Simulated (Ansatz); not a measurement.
# CO2: gradients and densities at the nuclei, part 2 of 3

What field gradients would nuclear probes meet in CO2? The gradients are computed first, then checked by further runs. The cell is a computed entry of the Materials Project. Planned: a single point, then r2SCAN, then a check of shift with xc_grid with ecutwfc, then PBE, rigid cores, then a check of xc.

Ansatz 0.2.0; DFT, PBE, plane-wave PAW, default files, scalar-relativistic, as far as a step names no other.

**3. Functional r2SCAN**

Contents of input.yaml:

```yaml
crystal:
  lattice:
    - [4.78454533, 0.0, 0.0]
    - [0.0, 6.31553964, 0.0]
    - [0.0, 0.0, 5.67889084]
  atoms:
    - { symbol: C, position: [0.5, 0.85299852, 0.75] }
    - { symbol: C, position: [0.0, 0.35299852, 0.75] }
    - { symbol: C, position: [0.0, 0.64700148, 0.25] }
    - { symbol: C, position: [0.5, 0.14700148, 0.25] }
    - { symbol: O, position: [0.70097112, 0.14632846, 0.13358302] }
    - { symbol: O, position: [0.29902888, 0.14632846, 0.36641698] }
    - { symbol: O, position: [0.79902888, 0.64632846, 0.13358302] }
    - { symbol: O, position: [0.20097112, 0.35367154, 0.86641698] }
    - { symbol: O, position: [0.20097112, 0.64632846, 0.36641698] }
    - { symbol: O, position: [0.79902888, 0.35367154, 0.63358302] }
    - { symbol: O, position: [0.70097112, 0.85367154, 0.63358302] }
    - { symbol: O, position: [0.29902888, 0.85367154, 0.86641698] }
kpoints:
  mp_grid: { grid: [5, 4, 4] }
scf:
  occupations: { method: fermi_dirac, width: 0.02 }
hamiltonian:
  xc: r2scan
  pseudopotentials: { kind: paw }
output:
  forces: true
  stress: true
  populations: true
  efg: { quadrupole_moments_barn: { O: -0.02558 }, contact_densities: true }
```

On the command line:

```sh
ansatz run input.yaml --threads 1 --pin off --max-ram 2560MiB --backend cpu --events-out ev --progress --plain --runs-dir out
```

Log:

```text
Warning: RAYON_NUM_THREADS=1 ignored (pool sized by the plan → 1); use --threads N
Engine: ansatz 0.2.0, aarch64-unknown-linux-gnu
Pseudopotentials: kind: paw
Pseudopotential: C, paw, valence charge 4, recommended cutoff 500 eV (meta_gga), C.paw.azcp
Pseudopotential: O, paw, valence charge 6, recommended cutoff 500 eV (meta_gga), O.paw.azcp
Functional definition: r2SCAN
  parameter k0 = 0.174
  parameter k1 = 0.065
  parameter a1 = 4.9479
  exchange = r2scan_x(k0 = k0, k1 = k1, a1 = a1)
  correlation = r2scan_c
Crystal: 12 atoms, lattice volume = 171.599 Å³
Basis set: ecut = 500 eV, 4427 PW (Γ), exchange–correlation on 144×192×180 points (64 copies of the dense FFT grid, shifted against one another)
Bands: 44, of which v1, the nominal top of the filled ones, is band 32 counted from 1 (31 counted from 0)
Symmetry: 8 space group operations
Space group: Pbcn (ITA 60), of the structure as read, at distance tolerance 5.6e-5 Å
k-points: 27 of 80
Non-local potential: C, projectors of the file, l = 0: 2, l = 1: 2, l = 2: 1
Non-local potential: O, projectors of the file, l = 0: 2, l = 1: 2, l = 2: 1
PAW form: soft (Blöchl's): semilocal exchange-correlation on the pseudo side does not see the compensation charge
PAW frozen core: C, regenerated for the run's functional (the file was generated under x = pbe(κ = 0.804, μ = 0.2195149727645171), c = pbe(β = 0.06672455060314922))
PAW frozen core: O, regenerated for the run's functional (the file was generated under x = pbe(κ = 0.804, μ = 0.2195149727645171), c = pbe(β = 0.06672455060314922))
PAW one-centre angular grid: C, 302 points (default); XC on 239 of its mesh's 2573 points in the sphere
PAW one-centre angular grid: O, 302 points (default); XC on 160 Gauss nodes
Initial density: superposition of atomic densities (neutral atoms: chi_scale 0, normalization atom), corrected by the library's trained network
Initial wavefunctions: pseudopotential atomic-orbital guess
Functional: x = r2scan, c = r2scan; τ floored in thin density (d = 2e-4 eV/Å³)
SCF iter   1: F=—  HF=-5550.693839 eV  |F-HF|=—  |Δ(HF+E_count)|=         —  Δρ=1.03e-2  dr2=1.61e-1  dr2_τ=1.95e0  ethr=1.77e-3  ⟨swp⟩=7.0  Hψ=5389  notcnv=0  defer=4
preconditioner: auto → Resta (q_TF=auto, 2.315 Å⁻¹)  ε∞=2.8  [insulator: Δε(μ)=7.336 eV  Ē_g=17.129 eV  σ=0.020 eV  W_gap=1.00  n_scr=34 (ndim 8)  ℏωp=22.7 eV  f_vac=0.171  D(μ)=0.00/eV (n_scr^D=0)  ε∞_Penn≈2.8]
SCF iter   2: F=—  HF=-5550.749499 eV  |F-HF|=—  |Δ(HF+E_count)|=   5.57e-2  Δρ=4.92e-3  dr2=1.48e-2  dr2_τ=7.27e-3  ethr=2.52e-4  ⟨swp⟩=2.0  Hψ=2376  notcnv=0  defer=108
SCF iter   3: F=—  HF=-5550.742545 eV  |F-HF|=—  |Δ(HF+E_count)|=   6.95e-3  Δρ=1.72e-3  dr2=2.67e-3  dr2_τ=4.26e-4  ethr=2.32e-5  ⟨swp⟩=2.6  Hψ=2054  notcnv=0  defer=108
SCF iter   4: F=—  HF=-5550.741368 eV  |F-HF|=—  |Δ(HF+E_count)|=   1.18e-3  Δρ=3.73e-4  dr2=1.19e-4  dr2_τ=1.49e-5  ethr=4.17e-6  ⟨swp⟩=2.3  Hψ=1949  notcnv=0  defer=108
SCF iter   5: F=—  HF=-5550.741421 eV  |F-HF|=—  |Δ(HF+E_count)|=   5.28e-5  Δρ=5.21e-5  dr2=4.45e-6  dr2_τ=9.89e-7  ethr=1.86e-7  ⟨swp⟩=2.6  Hψ=1939  notcnv=0  defer=108
SCF iter   6: F=—  HF=-5550.741513 eV  |F-HF|=—  |Δ(HF+E_count)|=   9.19e-5  Δρ=1.46e-5  dr2=2.67e-7  dr2_τ=1.98e-8  ethr=6.96e-9  ⟨swp⟩=2.7  Hψ=2052  notcnv=0  defer=108
SCF iter   7: F=-5550.741513 eV  HF=-5550.741513 eV  |F-HF|=2.11e-9  |Δ(HF+E_count)|=   3.82e-7  Δρ=2.94e-6  dr2=8.89e-9  dr2_τ=1.06e-9  ethr=1.56e-10  ⟨swp⟩=9.7  Hψ=5227  notcnv=0
SCF 1 converged in 7 iterations: F = -5550.741513 eV  dr2 = 8.89e-9
SCF converged after 7 iterations
Free energy (F): -5550.741513 eV
Harris-Foulkes:  -5550.741513 eV  (|F-HF|=2.11e-9)
Internal energy: -5550.741513 eV  (E = F + TS)
E sigma→0 (E₀):  -5550.741513 eV
Fermi energy:    1.406365 eV
--- Per-component energies (eV) ---
  E_band       = -635.558507
  E_kinetic    = 1745.530028
  E_local      = -4733.790506  (includes V_loc(G=0)·N_el)
  E_nonlocal   = 493.572271
  E_hartree    = 1598.455151
  E_xc         = -757.243153
  E_vxc        = -1088.923017  (∫ρ·V_xc dr)
  E_paw        = -1684.446610  (= ΣΔE_a)
  E_vpaw       = -324.255505  (= ΣTr[D̂ρ^β])
  E_aug_tail   = 0.008027  (compensation charges beyond the density's cutoff)
  E_vtau       = 75.388340  (kinetic-family band-sum trace: ∫τ·v_τ [+ j·A + Jᵃ·Aᵃ] dr)
  E_ewald      = -2212.472099
  E_core_change = -0.354622  (= ΣΔE_core)
  E_smearing   = -0.000000  (= −TS)
  E_closure    = -0.000000  (closes the sum)
  Σ components = -5550.741513   (vs F -5550.741513, Δ=0.00e0)
--- Forces (eV/Å), atoms counted from 1 ---
  atom   1  C      0.00000000     0.00162668     0.00000000
  atom   2  C      0.00000000     0.00162668     0.00000000
  atom   3  C      0.00000000    -0.00162668     0.00000000
  atom   4  C      0.00000000    -0.00162668     0.00000000
  atom   5  O     -0.58257378    -0.00305511     0.41520293
  atom   6  O      0.58257378    -0.00305511    -0.41520293
  atom   7  O      0.58257378    -0.00305511     0.41520293
  atom   8  O     -0.58257378     0.00305511    -0.41520293
  atom   9  O     -0.58257378    -0.00305511    -0.41520293
  atom  10  O      0.58257378     0.00305511     0.41520293
  atom  11  O     -0.58257378     0.00305511     0.41520293
  atom  12  O      0.58257378     0.00305511    -0.41520293
  max |Σ_I F_I| component: 1.67e-16 eV/Å
--- Stress (GPa, compression-positive) ---
       -3.720245       0.000000       0.000000
        0.000000       0.389612       0.000000
        0.000000       0.000000      -1.509647
  P = ⅓ Tr σ = -1.6134 GPa (-16.134 kbar)
--- PAW observables at the nuclei: V_zz in 10²¹ V/m², potentials from the cell's mean, atoms counted from 1 ---
  atom   1  C  V_zz =    -3.546558   η = 0.0053   by run symmetry: allowed
            electrostatic potential = -404.034453 V   contact ρ = 866.968229 e/Å³
  atom   2  C  V_zz =    -3.546558   η = 0.0053   by run symmetry: allowed
            electrostatic potential = -404.034453 V   contact ρ = 866.968229 e/Å³
  atom   3  C  V_zz =    -3.546558   η = 0.0053   by run symmetry: allowed
            electrostatic potential = -404.034453 V   contact ρ = 866.968229 e/Å³
  atom   4  C  V_zz =    -3.546558   η = 0.0053   by run symmetry: allowed
            electrostatic potential = -404.034453 V   contact ρ = 866.968229 e/Å³
  atom   5  O  V_zz =    +7.651288   η = 0.0346   by run symmetry: allowed   C_q = -4.7325 MHz
            electrostatic potential = -613.849738 V   contact ρ = 2154.536319 e/Å³
  atom   6  O  V_zz =    +7.651288   η = 0.0346   by run symmetry: allowed   C_q = -4.7325 MHz
            electrostatic potential = -613.849738 V   contact ρ = 2154.536319 e/Å³
  atom   7  O  V_zz =    +7.651288   η = 0.0346   by run symmetry: allowed   C_q = -4.7325 MHz
            electrostatic potential = -613.849738 V   contact ρ = 2154.536319 e/Å³
  atom   8  O  V_zz =    +7.651288   η = 0.0346   by run symmetry: allowed   C_q = -4.7325 MHz
            electrostatic potential = -613.849738 V   contact ρ = 2154.536319 e/Å³
  atom   9  O  V_zz =    +7.651288   η = 0.0346   by run symmetry: allowed   C_q = -4.7325 MHz
            electrostatic potential = -613.849738 V   contact ρ = 2154.536319 e/Å³
  atom  10  O  V_zz =    +7.651288   η = 0.0346   by run symmetry: allowed   C_q = -4.7325 MHz
            electrostatic potential = -613.849738 V   contact ρ = 2154.536319 e/Å³
  atom  11  O  V_zz =    +7.651288   η = 0.0346   by run symmetry: allowed   C_q = -4.7325 MHz
            electrostatic potential = -613.849738 V   contact ρ = 2154.536319 e/Å³
  atom  12  O  V_zz =    +7.651288   η = 0.0346   by run symmetry: allowed   C_q = -4.7325 MHz
            electrostatic potential = -613.849738 V   contact ρ = 2154.536319 e/Å³
--- Band table (eV; the first three rows and the last of 27) ---
  k-point 0: bands = ["-24.0840", "-23.8691", "-23.8564", "-23.7906", "-22.8500", "-22.8186", "-22.7929", "-22.7602", "-8.1667", "-8.1303", "-7.9252", "-7.8511", "-7.3708", "-6.8690", "-6.7232", "-6.7123", "-6.6132", "-6.5842", "-6.3106", "-6.2412", "-6.0583", "-5.9495", "-5.8279", "-5.6364", "-3.2145", "-3.1656", "-3.0545", "-3.0041", "-2.6028", "-2.4794", "-2.3396", "-2.2608", "5.0412", "6.1965", "6.3733", "6.5910", "6.6381", "6.8242", "6.9218", "6.9696", "7.4829", "8.7575", "9.0575", "9.2227"]
  k-point 1: bands = ["-24.0449", "-23.8668", "-23.8579", "-23.8383", "-22.8410", "-22.8197", "-22.7884", "-22.7652", "-8.1731", "-8.0889", "-7.9661", "-7.9412", "-7.1795", "-7.1352", "-6.9420", "-6.6499", "-6.4849", "-6.3719", "-6.1784", "-6.1405", "-6.0240", "-5.9470", "-5.8614", "-5.8544", "-3.1250", "-3.0894", "-3.0859", "-3.0278", "-2.6893", "-2.5826", "-2.3160", "-2.2553", "5.4473", "6.3509", "6.4063", "6.4179", "6.4459", "6.5724", "7.2791", "7.3183", "7.3455", "8.1470", "8.7912", "9.1355"]
  k-point 2: bands = ["-23.9458", "-23.9458", "-23.8620", "-23.8620", "-22.8266", "-22.8266", "-22.7771", "-22.7771", "-8.0984", "-8.0984", "-8.0238", "-8.0238", "-7.2297", "-7.2297", "-6.6865", "-6.6865", "-6.3197", "-6.3197", "-6.2497", "-6.2497", "-5.9660", "-5.9660", "-5.8767", "-5.8767", "-3.1029", "-3.1029", "-2.9055", "-2.9055", "-2.8332", "-2.8332", "-2.2732", "-2.2732", "6.2335", "6.2335", "6.4463", "6.4463", "6.5991", "6.5991", "6.9576", "6.9576", "7.5155", "7.5155", "8.9313", "8.9313"]
  k-point 26: bands = ["-23.8855", "-23.8855", "-23.8850", "-23.8850", "-22.8250", "-22.8250", "-22.8242", "-22.8242", "-7.9952", "-7.9952", "-7.8765", "-7.8765", "-7.1931", "-7.1931", "-7.0361", "-7.0361", "-6.3529", "-6.3529", "-6.2914", "-6.2914", "-6.0295", "-6.0295", "-5.9791", "-5.9791", "-2.7672", "-2.7672", "-2.7608", "-2.7608", "-2.5612", "-2.5612", "-2.5563", "-2.5563", "6.2246", "6.2246", "6.3773", "6.3773", "6.8973", "6.8973", "6.9708", "6.9708", "8.2451", "8.2451", "8.2641", "8.2641"]
--- Löwdin populations: 12 sites ---
  site symbol       q [e]
     0      C      3.1900
     1      C      3.1900
     2      C      3.1900
     3      C      3.1900
     4      O      6.2933
     5      O      6.2933
     6      O      6.2933
     7      O      6.2933
     8      O      6.2933
     9      O      6.2933
    10      O      6.2933
    11      O      6.2933
  spilling = 0.013957 (of n_electrons = 64.000000)
```

Run time: 26 s. Hardware: 1 thread of Arm Neoverse V2, shared host; peak memory 0.78 GiB.

At the end: gap on the mesh 7.30 eV, largest force 0.715 eV/Å, pressure -1.6 GPa.

Against step 2 (V_zz in 10²¹ V/m²):

```csv
site,atoms,"V_zz, PBE","V_zz, r2SCAN","η, PBE","η, r2SCAN"
C,"1, 2, 3, …",-2.92,-3.55,0.01,0.01
O,"5, 6, 7, …",7.09,7.65,0.03,0.03
```

The sizes of the gradients above 0.15 moved by 21 % at C (-2.92 to -3.55). The cutoff follows the datasets, from 420 to 500 eV.

**4. A check on settings: kpoints.mp_grid.shift = [0.5, 0.5, 0.5], basis.xc_grid = 1, basis.ecutwfc = 36.7 Ry**

Edit input.yaml of step 3 so:

```diff
@@ -19,3 +19,3 @@
 kpoints:
-  mp_grid: { grid: [5, 4, 4] }
+  mp_grid: { grid: [5, 4, 4], shift: [0.5, 0.5, 0.5] }
 scf:
@@ -23,3 +23,3 @@
 hamiltonian:
-  xc: r2scan
+  xc: pbe
   pseudopotentials: { kind: paw }
@@ -30 +30,4 @@
   efg: { quadrupole_moments_barn: { O: -0.02558 }, contact_densities: true }
+basis:
+  xc_grid: 1
+  ecutwfc: "36.7 Ry"
```

On the command line:

```sh
ansatz run input.yaml --threads 1 --pin off --max-ram 2560MiB --backend cpu --events-out ev --progress --plain --runs-dir out
```

Log:

```text
Warning: RAYON_NUM_THREADS=1 ignored (pool sized by the plan → 1); use --threads N
[... 9 set-up lines as earlier in the session ...]
Crystal: 12 atoms, lattice volume = 171.599 Å³
Basis set: ecut = 499.3289376138798 eV, 4403 PW (Γ)
Bands: 44, of which v1, the nominal top of the filled ones, is band 32 counted from 1 (31 counted from 0)
[... 2 set-up lines as earlier in the session ...]
k-points: 12 of 80
[... 8 set-up lines as earlier in the session ...]
SCF iter   1: F=—  HF=-5539.443979 eV  |F-HF|=—  |Δ(HF+E_count)|=         —  Δρ=4.18e-3  dr2=1.07e-2  ethr=1.77e-3  ⟨swp⟩=7.4  Hψ=2483  notcnv=0
preconditioner: auto → Resta (q_TF=auto, 2.315 Å⁻¹)  ε∞=3.0  [insulator: Δε(μ)=6.974 eV  Ē_g=15.993 eV  σ=0.020 eV  W_gap=1.00  n_scr=34 (ndim 8)  ℏωp=22.7 eV  f_vac=0.171  D(μ)=0.00/eV (n_scr^D=0)  ε∞_Penn≈3.0]
SCF iter   2: F=—  HF=-5539.449298 eV  |F-HF|=—  |Δ(HF+E_count)|=   5.32e-3  Δρ=1.99e-3  dr2=2.44e-3  ethr=1.67e-5  ⟨swp⟩=2.4  Hψ=1062  notcnv=0  defer=49
SCF iter   3: F=—  HF=-5539.451474 eV  |F-HF|=—  |Δ(HF+E_count)|=   2.18e-3  Δρ=6.45e-4  dr2=4.75e-4  ethr=3.82e-6  ⟨swp⟩=2.5  Hψ=859  notcnv=0  defer=49
SCF iter   4: F=—  HF=-5539.451519 eV  |F-HF|=—  |Δ(HF+E_count)|=   4.47e-5  Δρ=1.39e-4  dr2=3.21e-5  ethr=7.42e-7  ⟨swp⟩=2.8  Hψ=1033  notcnv=0  defer=49
SCF iter   5: F=—  HF=-5539.451511 eV  |F-HF|=—  |Δ(HF+E_count)|=   7.84e-6  Δρ=4.25e-5  dr2=2.68e-6  ethr=5.01e-8  ⟨swp⟩=2.8  Hψ=895  notcnv=0  defer=49
SCF iter   6: F=—  HF=-5539.451513 eV  |F-HF|=—  |Δ(HF+E_count)|=   1.75e-6  Δρ=1.15e-5  dr2=1.66e-7  ethr=4.18e-9  ⟨swp⟩=2.4  Hψ=884  notcnv=0  defer=49
SCF iter   7: F=-5539.451513 eV  HF=-5539.451513 eV  |F-HF|=6.71e-9  |Δ(HF+E_count)|=   1.98e-7  Δρ=1.28e-6  dr2=2.59e-9  ethr=1.56e-10  ⟨swp⟩=9.5  Hψ=2217  notcnv=0
SCF 1 converged in 7 iterations: F = -5539.451513 eV  dr2 = 2.59e-9
SCF converged after 7 iterations
Free energy (F): -5539.451513 eV
Harris-Foulkes:  -5539.451513 eV  (|F-HF|=6.71e-9)
Internal energy: -5539.451513 eV  (E = F + TS)
E sigma→0 (E₀):  -5539.451513 eV
Fermi energy:    1.668694 eV
--- Per-component energies (eV) ---
  E_band       = -582.005886
  E_kinetic    = 1741.596492
  E_local      = -4738.968271  (includes V_loc(G=0)·N_el)
  E_nonlocal   = 501.767116
  E_hartree    = 1598.850980
  E_xc         = -766.088109
  E_vxc        = -968.245293  (∫ρ·V_xc dr)
  E_paw        = -1664.145832  (= ΣΔE_a)
  E_vpaw       = -315.865891  (= ΣTr[D̂ρ^β])
  E_aug_tail   = 0.008210  (compensation charges beyond the density's cutoff)
  E_ewald      = -2212.472099
  E_smearing   = -0.000000  (= −TS)
  E_closure    = 0.000000  (closes the sum)
  Σ components = -5539.451513   (vs F -5539.451513, Δ=0.00e0)
--- Forces (eV/Å), atoms counted from 1 ---
  atom   1  C      0.00000000    -0.01396649    -0.00000000
  atom   2  C      0.00000000    -0.01396649    -0.00000000
  atom   3  C      0.00000000     0.01396649     0.00000000
  atom   4  C      0.00000000     0.01396649     0.00000000
  atom   5  O      0.13068180    -0.00655420    -0.05574726
  atom   6  O     -0.13068180    -0.00655420     0.05574726
  atom   7  O     -0.13068180    -0.00655420    -0.05574726
  atom   8  O      0.13068180     0.00655420     0.05574726
  atom   9  O      0.13068180    -0.00655420     0.05574726
  atom  10  O     -0.13068180     0.00655420    -0.05574726
  atom  11  O      0.13068180     0.00655420    -0.05574726
  atom  12  O     -0.13068180     0.00655420     0.05574726
  max |Σ_I F_I| component: 8.67e-19 eV/Å
--- Stress (GPa, compression-positive) ---
        2.726179       0.000000       0.000000
        0.000000       1.893526       0.000000
        0.000000       0.000000       2.540148
  P = ⅓ Tr σ = 2.3866 GPa (23.866 kbar)
--- PAW observables at the nuclei: V_zz in 10²¹ V/m², potentials from the cell's mean, atoms counted from 1 ---
  atom   1  C  V_zz =    -2.972530   η = 0.0078   by run symmetry: allowed
            electrostatic potential = -404.803017 V   contact ρ = 869.166393 e/Å³
  atom   2  C  V_zz =    -2.972530   η = 0.0078   by run symmetry: allowed
            electrostatic potential = -404.803017 V   contact ρ = 869.166393 e/Å³
  atom   3  C  V_zz =    -2.972530   η = 0.0078   by run symmetry: allowed
            electrostatic potential = -404.803017 V   contact ρ = 869.166393 e/Å³
  atom   4  C  V_zz =    -2.972530   η = 0.0078   by run symmetry: allowed
            electrostatic potential = -404.803017 V   contact ρ = 869.166393 e/Å³
  atom   5  O  V_zz =    +7.096085   η = 0.0327   by run symmetry: allowed   C_q = -4.3891 MHz
            electrostatic potential = -614.020647 V   contact ρ = 2159.369685 e/Å³
  atom   6  O  V_zz =    +7.096085   η = 0.0327   by run symmetry: allowed   C_q = -4.3891 MHz
            electrostatic potential = -614.020647 V   contact ρ = 2159.369685 e/Å³
  atom   7  O  V_zz =    +7.096085   η = 0.0327   by run symmetry: allowed   C_q = -4.3891 MHz
            electrostatic potential = -614.020647 V   contact ρ = 2159.369685 e/Å³
  atom   8  O  V_zz =    +7.096085   η = 0.0327   by run symmetry: allowed   C_q = -4.3891 MHz
            electrostatic potential = -614.020647 V   contact ρ = 2159.369685 e/Å³
  atom   9  O  V_zz =    +7.096085   η = 0.0327   by run symmetry: allowed   C_q = -4.3891 MHz
            electrostatic potential = -614.020647 V   contact ρ = 2159.369685 e/Å³
  atom  10  O  V_zz =    +7.096085   η = 0.0327   by run symmetry: allowed   C_q = -4.3891 MHz
            electrostatic potential = -614.020647 V   contact ρ = 2159.369685 e/Å³
  atom  11  O  V_zz =    +7.096085   η = 0.0327   by run symmetry: allowed   C_q = -4.3891 MHz
            electrostatic potential = -614.020647 V   contact ρ = 2159.369685 e/Å³
  atom  12  O  V_zz =    +7.096085   η = 0.0327   by run symmetry: allowed   C_q = -4.3891 MHz
            electrostatic potential = -614.020647 V   contact ρ = 2159.369685 e/Å³
--- Band table (eV; the first three rows and the last of 12) ---
  k-point 0: bands = ["-22.4481", "-22.2771", "-22.2252", "-22.1894", "-21.3257", "-21.2981", "-21.2782", "-21.2479", "-7.3463", "-7.2867", "-7.1617", "-7.0825", "-6.6364", "-6.4106", "-6.1295", "-6.0614", "-5.9912", "-5.9053", "-5.7066", "-5.5862", "-5.4924", "-5.3852", "-5.3121", "-5.1459", "-2.6508", "-2.6111", "-2.5384", "-2.4956", "-2.1298", "-2.0224", "-1.9050", "-1.8396", "5.1600", "6.0346", "6.2089", "6.2536", "6.3905", "6.4152", "6.7094", "6.8922", "7.1069", "8.1160", "8.6403", "9.2413"]
  k-point 1: bands = ["-22.3778", "-22.2713", "-22.2615", "-22.2400", "-21.3121", "-21.3014", "-21.2696", "-21.2571", "-7.3464", "-7.2521", "-7.2102", "-7.1802", "-6.6201", "-6.4676", "-6.2922", "-5.9944", "-5.7589", "-5.7350", "-5.6454", "-5.6182", "-5.4286", "-5.3916", "-5.3481", "-5.3055", "-2.5739", "-2.5587", "-2.4917", "-2.4436", "-2.2809", "-2.1999", "-1.8707", "-1.8383", "5.8466", "6.0333", "6.1107", "6.1942", "6.3112", "6.5040", "6.8164", "7.0544", "7.1492", "7.3558", "8.3537", "8.8296"]
  k-point 2: bands = ["-22.4089", "-22.3447", "-22.1974", "-22.1891", "-21.3118", "-21.2921", "-21.2837", "-21.2629", "-7.3235", "-7.2956", "-7.1638", "-7.1136", "-6.5550", "-6.4374", "-6.0877", "-6.0657", "-5.9369", "-5.8648", "-5.8396", "-5.6014", "-5.4925", "-5.4246", "-5.2786", "-5.1838", "-2.6319", "-2.6047", "-2.3611", "-2.3198", "-2.1171", "-2.1015", "-2.0640", "-2.0133", "5.6809", "6.0620", "6.1465", "6.3480", "6.4071", "6.4557", "6.4718", "6.9673", "7.0163", "7.0797", "8.9539", "9.3864"]
  k-point 11: bands = ["-22.2959", "-22.2959", "-22.2433", "-22.2433", "-21.3118", "-21.3118", "-21.3017", "-21.3017", "-7.1808", "-7.1808", "-7.0567", "-7.0567", "-6.6159", "-6.6159", "-6.3516", "-6.3516", "-5.8465", "-5.8465", "-5.6640", "-5.6640", "-5.5134", "-5.5134", "-5.3515", "-5.3515", "-2.3106", "-2.3106", "-2.2607", "-2.2607", "-2.0914", "-2.0914", "-2.0117", "-2.0117", "6.0182", "6.0182", "6.1640", "6.1640", "6.6321", "6.6321", "6.6800", "6.6800", "7.7692", "7.7692", "8.3567", "8.3567"]
--- Löwdin populations: 12 sites ---
  site symbol       q [e]
     0      C      3.2325
     1      C      3.2325
     2      C      3.2325
     3      C      3.2325
     4      O      6.2714
     5      O      6.2714
     6      O      6.2714
     7      O      6.2714
     8      O      6.2714
     9      O      6.2714
    10      O      6.2714
    11      O      6.2714
  spilling = 0.014048 (of n_electrons = 64.000000)
```

Wall time 6.8 s (1 thread of Arm Neoverse V2, shared host); peak memory 0.43 GiB.

The run ends with gap on the mesh 7.00 eV, largest force 0.142 eV/Å, pressure 2.4 GPa.

What changed since step 2 (V_zz in 10²¹ V/m²):

| site | atoms | V_zz, PBE | V_zz, new settings | η, PBE | η, new settings |
| --- | --- | --- | --- | --- | --- |
| C | 1, 2, 3, … | -2.92 | -2.97 | 0.01 | 0.01 |
| O | 5, 6, 7, … | 7.09 | 7.10 | 0.03 | 0.03 |

The sizes of the gradients above 0.15 moved by 1.7 % at C (-2.922 to -2.973). The free energy moved by -5.4 meV/atom.

(Part 2 of 3 ends here.)
